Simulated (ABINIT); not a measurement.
KTaO3:

```xyz
5
Lattice="3.9883 0.0000 0.0000 0.0000 3.9883 0.0000 0.0000 0.0000 3.9883" Properties=species:S:1:pos:R:3 pbc="T T T"
Ta    0.0000    0.0000    0.0000
K     1.9942    1.9942    1.9942
O     0.0000    0.0000    1.9942
O     0.0000    1.9942    0.0000
O     1.9942    0.0000    0.0000
```

Base run:

| Quantity | Value |
| --- | --- |
| Program | ABINIT 10.8.3 (patched build) |
| Functional | PBE |
| Potentials or basis | JTH PAW PBE v2.0 |
| Cutoff | 626 eV |
| k mesh | 7 × 7 × 7 |
| Occupations | fermi-dirac, width 0.05 eV |
| Spin | no spin polarisation |

Its results: band gap on the k mesh 2.24 eV, indirect (least direct gap 2.80 eV); pressure 5.5 GPa.

Problem. The run is repeated on the same cell with these changes: functional from PBE to revPBE. What comes out?

Solution. Band gap on the k mesh 2.28 eV, indirect (least direct gap 2.83 eV); pressure 8.8 GPa.

revPBE binds less tightly than PBE, so the same cell stands under more pressure.

Caveats: spin-orbit coupling is left out, which moves the levels of the heavy elements; an odd mesh through Γ misses points on the zone boundary, where band edges often lie (some runs); the PAW data sets were made with another functional, which shifts forces and pressure a little (some runs).

Not every run made on this cell is shown here.
